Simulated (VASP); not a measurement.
# SnSe2 (P-3m1) in VASP: notebook, part 2 of 2

VASP 6.6.1. Earlier steps stand in the parts before.

### 4 Relaxation of cell and atoms, PBE+D3(BJ)

Contents of INCAR:

```
SYSTEM = SnSe2
PREC = Accurate
ENCUT = 600
EDIFF = 1E-6
ISMEAR = 0
SIGMA = 0.03
LREAL = .False.
LASPH = .True.
NELM = 80
ALGO = Normal
ISIF = 3
LWAVE = .False.
LCHARG = .False.
GGA = PE
IVDW = 12
IBRION = 2
NSW = 90
EDIFFG = -0.01
```

Contents of KPOINTS:

```
Automatic mesh
0
Gamma
  9 9 5
  0 0 0
```

Contents of POSCAR:

```
SnSe2
1.0
    3.8090651400      0.0000000000      0.0000000000
   -1.9045325700      3.2987471800      0.0000000000
    0.0000000000      0.0000000000      6.1422352900
Sn Se
1 2
Direct
    0.0000000000      0.0000000000      0.0000000000
    0.3333333300      0.6666666700      0.2500000000
    0.6666666700      0.3333333300      0.7500000000
```

Potentials or basis: VASP PAW PBE potentials, release 64 (Sn_d, Se).

On the command line:

```sh
$ cat potpaw_PBE.64/Sn_d/POTCAR potpaw_PBE.64/Se/POTCAR > POTCAR
$ mpirun -np 1 vasp_std > vasp.out
```

OUTCAR:

```text
SYSTEM = SnSe2
   PREC = Accurate
   ENCUT = 600
   EDIFF = 1E-6
   ISMEAR = 0
   LREAL = .False.
   LASPH = .True.
   NELM = 80
   ISIF = 3
   GGA = PE
   IVDW = 12
   IBRION = 2
   NSW = 90
   EDIFFG = -0.01
 IVDW          = 12

 ion  position               nearest neighbor table
   1  0.000  0.000  0.000-   2 2.68   3 2.68   3 2.68   2 2.68   3 2.68   2 2.68
   2  0.333  0.667  0.250-   1 2.68   1 2.68   1 2.68
   3  0.667  0.333  0.750-   1 2.68   1 2.68   1 2.68

  LATTYP: Found a hexagonal cell.
 ALAT       =     3.8090651400
 C/A-ratio  =     1.6125309136

  Lattice vectors:

 A1 = (   3.8090651400,   0.0000000000,   0.0000000000)
 A2 = (  -1.9045325700,   3.2987471800,   0.0000000000)
 A3 = (   0.0000000000,   0.0000000000,   6.1422352900)

Analysis of symmetry for initial positions (statically):
=====================================================================
 Subroutine PRICEL returns:
 Original cell was already a primitive cell.

 Routine SETGRP: Setting up the symmetry group for a
 hexagonal supercell.

 Subroutine GETGRP returns: Found 12 space group operations
 (whereof 12 operations were pure point group operations)
 out of a pool of 24 trial point group operations.

The static configuration has the point symmetry D_3d.

Analysis of symmetry for dynamics (positions and initial velocities):
=====================================================================
 Subroutine PRICEL returns:
 Original cell was already a primitive cell.

 Routine SETGRP: Setting up the symmetry group for a
 hexagonal supercell.

 Subroutine GETGRP returns: Found 12 space group operations
 (whereof 12 operations were pure point group operations)
 out of a pool of 24 trial point group operations.

The dynamic configuration has the point symmetry D_3d.

 Subroutine INISYM returns: Found 12 space group operations
 (whereof 12 operations are pure point group operations),
 and found     1 'primitive' translations

----------------------------------------------------------------------------------------

                                     Primitive cell

  volume of cell :      77.1781

[... 116 lines left out ...]
   LHFCALC =     F    Hartree Fock is set to
   AEXX    =    0.0000 exact exchange contribution
   IVDW    =    12    specifies the selected vdW correction
   LEPSILON=     F    determine dielectric tensor
   LRPA    =     F    only Hartree local field effects (RPA)
 conjugate gradient relaxation of ions
 non-spin polarized calculation
 Gauss-broadening in eV      SIGMA  =   0.03
  energy-cutoff  :      600.00
  volume of cell :       77.18
 maximum number of plane-waves:      2603
   NGX = 15   NGY = 15   NGZ = 25

--------------------------------------- Ionic step        1  -------------------------------------------

 number of electron      25.9999991 magnetization

 Free energy of the ion-electron system (eV)
  ---------------------------------------------------
  ext. energy  EPLUGINS =         0.00000000
  ---------------------------------------------------
  free energy    TOTEN  =       -11.75742519 eV

  energy without entropy =      -11.75742519  energy(sigma->0) =      -11.75742519

------------------------ aborting loop because EDIFF is reached ----------------------------------------

 Edisp (eV)   -1.08298

 E8    (eV) :    -0.4737
[... 108 lines left out ...]
  FREE ENERGIE OF THE ION-ELECTRON SYSTEM (eV)
  ---------------------------------------------------
  free  energy   TOTEN  =       -12.8838284541 eV

  energy  without entropy=      -12.8838284541  energy(sigma->0) =      -12.88382845

 E-fermi :   4.0499     XC(G=0):  -9.3754

 val. band max:        3.9163541613   @ k =   0.1111   0.0000   0.2000
 cond. band min:       4.5200056007   @ k =   0.0000   0.4444   0.4000
 fundamental gap:      0.6036514394
 Fermi energy:         4.0499366199

 k-point     1 :       0.0000    0.0000    0.0000
  band No.  band energies     occupation
      1     -17.3038      2.00000
      2     -17.3038      2.00000
      3     -17.2668      2.00000
      4     -17.2561      2.00000
      5     -17.2561      2.00000
      6      -9.7936      2.00000
[... 459 lines left out ...]
      6      -8.9724      2.00000
[... 9 lines left out ...]
     16       8.9980      0.00000
     17      10.2122      0.00000

 [... further k-points ...]

[... ionic steps 4 to 11 ...]

--------------------------------------- Ionic step       12  -------------------------------------------

 number of electron      25.9999996 magnetization

------------------------ aborting loop because EDIFF is reached ----------------------------------------
[... 77 lines left out ...]
--------------------------------------- Ionic step       14  -------------------------------------------

 number of electron      25.9999996 magnetization

 Free energy of the ion-electron system (eV)
  ---------------------------------------------------
  ext. energy  EPLUGINS =         0.00000000
  ---------------------------------------------------
  free energy    TOTEN  =       -11.80583767 eV

  energy without entropy =      -11.80583767  energy(sigma->0) =      -11.80583767

 E-fermi :   4.6082     XC(G=0):  -9.5645

 val. band max:        4.4062600372   @ k =   0.1111   0.0000   0.0000
 cond. band min:       4.8430030451   @ k =   0.0000   0.4444   0.4000
 fundamental gap:      0.4367430080
 Fermi energy:         4.6082022936

 k-point     1 :       0.0000    0.0000    0.0000
  band No.  band energies     occupation
      1     -16.9737      2.00000
      2     -16.9737      2.00000
      3     -16.9395      2.00000
      4     -16.9284      2.00000
      5     -16.9284      2.00000
      6      -9.5086      2.00000
[... 505 lines left out ...]
  FREE ENERGIE OF THE ION-ELECTRON SYSTEM (eV)
  ---------------------------------------------------
  free  energy   TOTEN  =       -12.8976748128 eV

  energy  without entropy=      -12.8976748128  energy(sigma->0) =      -12.89767481

 reached required accuracy - stopping structural energy minimisation
```

CONTCAR:

```text
SnSe2
   1.00000000000000
     3.8391473180836977   -0.0000000000000000   -0.0000000000000000
    -1.9195736590418488    3.3247991105145203   -0.0000000000000000
    -0.0000000000000000    0.0000000000000001    6.0111675864808678
  Sn              Se
     1     2
Direct
     0.0000000000000000    0.0000000000000000    0.0000000000000000
     0.3333333300000021    0.6666666699999979    0.2655107870071306
     0.6666666699999979    0.3333333300000021    0.7344892129928692

  0.00000000E+00  0.00000000E+00  0.00000000E+00
  0.00000000E+00  0.00000000E+00  0.00000000E+00
  0.00000000E+00  0.00000000E+00  0.00000000E+00
```

Run time: 6 min. Hardware: 1 thread of Intel Xeon Platinum 8488C (Sapphire Rapids), shared host; peak memory 0.27 GiB.

Results:

* Free energy: -12.8977 eV
* Relaxed volume: 25.58 Å³/atom
* Relaxed cell: a = 3.839 Å, b = 3.839 Å, c = 6.011 Å, α = 90.00°, β = 90.00°, γ = 120.00°
* Space group after relaxing (to 0.05 Å): P-3m1 (No. 164)
* Energy gained by relaxing: 19.1 meV/atom
* Ionic steps: 14
* Pressure after relaxing: 0.0 GPa
* Largest force after relaxing: 0.009 eV/Å
* Band gap on the k mesh: 0.44 eV, indirect (least direct gap 0.82 eV)
* Dispersion energy per atom: -0.364 eV

Forces on the atoms (eV/Å):
```
Sn   0.000  0.000  0.000
Se   0.000  0.000 -0.009
Se   0.000  0.000  0.009
```

Stress tensor (GPa, compression positive):
```
 0.04  0.00  0.00
 0.00  0.04  0.00
 0.00  0.00 -0.05
```

Step by step:
```tsv
step	energy change (eV)	largest force (eV/Å)	pressure (GPa)	volume (Å³)
1	0.0000	0.7421	3.07	77.18
2	-0.0161	0.2688	-2.66	82.82
3	-0.0434	0.1493	-0.37	80.23
4	-0.0434	0.1598	-0.29	80.17
5	-0.0464	0.1209	-0.19	79.71
6	-0.0482	0.0718	-0.03	79.14
7	-0.0483	0.0559	0.03	78.96
8	-0.0504	0.0361	-0.06	78.73
9	-0.0547	0.0211	-0.28	78.04
10	-0.0550	0.1291	-0.56	76.64
11	-0.0564	0.0699	-0.41	77.37
12	-0.0571	0.0165	0.20	76.47
13	-0.0573	0.0062	0.05	76.71
14	-0.0573	0.0086	0.01	76.73
```

Final structure:
```cif
data_structure
_symmetry_space_group_name_H-M 'P 1'
_symmetry_Int_Tables_number 1
_cell_length_a 3.8391
_cell_length_b 3.8391
_cell_length_c 6.0112
_cell_angle_alpha 90.000
_cell_angle_beta 90.000
_cell_angle_gamma 120.000
_cell_volume 76.73
loop_
_atom_site_label
_atom_site_type_symbol
_atom_site_fract_x
_atom_site_fract_y
_atom_site_fract_z
_atom_site_occupancy
Sn1 Sn 0.00000 0.00000 0.00000 1
Se1 Se 0.33333 0.66667 0.26551 1
Se2 Se 0.66667 0.33333 0.73449 1
```

Caveat: spin-orbit coupling is left out, which moves the levels of the heavy elements; an odd mesh through Γ misses points on the zone boundary, where band edges often lie.

### 5 Relaxation of cell and atoms, PBE+D3(BJ)

This run uses another cell than the first one, of 25.58 Å³/atom, 0.994 times its volume.

Changes to INCAR since step 4:

```diff
@@ -3,3 +3,3 @@
 ENCUT = 600
-EDIFF = 1E-6
+EDIFF = 1E-7
 ISMEAR = 0
@@ -17,2 +17,2 @@
 NSW = 90
-EDIFFG = -0.01
+EDIFFG = -0.005
```

KPOINTS is that of step 4.

Contents of POSCAR:

```
SnSe2                                   
1.0
    3.8391473181     -0.0000000000     -0.0000000000
   -1.9195736590      3.3247991105     -0.0000000000
   -0.0000000000      0.0000000000      6.0111675865
  Sn              Se            
     1     2
Direct
     0.0000000000000000    0.0000000000000000    0.0000000000000000
     0.3333333300000021    0.6666666699999979    0.2655107870071306
     0.6666666699999979    0.3333333300000021    0.7344892129928692
```

On the command line:

```sh
$ cat potpaw_PBE.64/Sn_d/POTCAR potpaw_PBE.64/Se/POTCAR > POTCAR
$ mpirun -np 1 vasp_std > vasp.out
```

It took 61 s on 1 thread of Intel Xeon Platinum 8488C (Sapphire Rapids), shared host; peak memory 0.27 GiB.

It converged, with:

- Free energy: -12.8977 eV
- Relaxed volume: 25.59 Å³/atom
- Relaxed cell: a = 3.841 Å, b = 3.841 Å, c = 6.009 Å, α = 90.00°, β = 90.00°, γ = 120.00°
- Space group after relaxing (to 0.05 Å): P-3m1 (No. 164)
- Energy gained by relaxing: 0.0 meV/atom
- Ionic steps: 2
- Pressure after relaxing: 0.0 GPa
- Largest force after relaxing: 0.003 eV/Å
- Band gap on the k mesh: 0.44 eV, indirect (least direct gap 0.81 eV)
- Dispersion energy per atom: -0.364 eV

Forces on the atoms (eV/Å):
```
Sn   0.000  0.000  0.000
Se   0.000  0.000 -0.003
Se   0.000  0.000  0.003
```

Final structure:
```xyz
3
Lattice="3.8406 0.0000 0.0000 -1.9203 3.3261 0.0000 0.0000 0.0000 6.0088" Properties=species:S:1:pos:R:3 pbc="T T T"
Sn    0.0000    0.0000    0.0000
Se    0.0000    2.2174    1.5950
Se    1.9203    1.1087    4.4138
```

Levels at points of the mesh, in eV from the valence-band top:
| k point | band 11 | band 12 | band 13 | band 14 | band 15 | band 16 |
| --- | --- | --- | --- | --- | --- | --- |
| (0.00, 0.00, 0.00) | -0.54 | -0.54 | -0.10 | 0.71 | 2.93 | 4.50 |

Caveat: spin-orbit coupling is left out, which moves the levels of the heavy elements; an odd mesh through Γ misses points on the zone boundary, where band edges often lie.
